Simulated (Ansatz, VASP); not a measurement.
# One calculation of Ta2C, two programs

```
Ta C
1.0
     3.09530    0.00000    0.00000
    -1.54765    2.68061    0.00000
     0.00000    0.00000    4.92108
Ta C
2 1
Direct
  0.33333 0.66667 0.25288
  0.66667 0.33333 0.74712
  0.00000 0.00000 0.00000
```

Alike in both runs: task single point; functional PBEsol; k mesh 12 × 12 × 8; occupations gaussian, width 0.15 eV; no spin polarisation.

|  | VASP | Ansatz |
| --- | --- | --- |
| version | VASP 6.6.1 | Ansatz 0.2.0 |
| potentials or method | VASP PAW PBE potentials, release 64 (Ta_pv, C) | scalar-relativistic, plane waves, PAW |
| plane-wave cutoff (eV) | 520 | 420 |
| valence electrons in the cell | 26 | 30 |

Ansatz gave:

| Quantity | Value |
| --- | --- |
| gap on the k mesh at the Fermi level (eV) | none |
| pressure (GPa) | 0.0 |
| rms of the force components (eV/Å) | 0.009 |

**Question.** Which values does VASP return?

**Answer.** gap on the k mesh at the Fermi level (eV): none; pressure (GPa): 0.5; rms of the force components (eV/Å): 0.012.

Atom by atom the forces differ by 0.022 eV/Å (rms over components). A gap of «none» marks a metal or a gap that the smearing closes. The functional is the same, so the differences come from potentials, cutoffs and numerics. The two sets of potentials don't hold the same shells in valence.

Caveats: the PAW data sets were made with another functional, which shifts forces and pressure a little (VASP). The runs have no spin-orbit coupling, so splittings on Ta are missing.
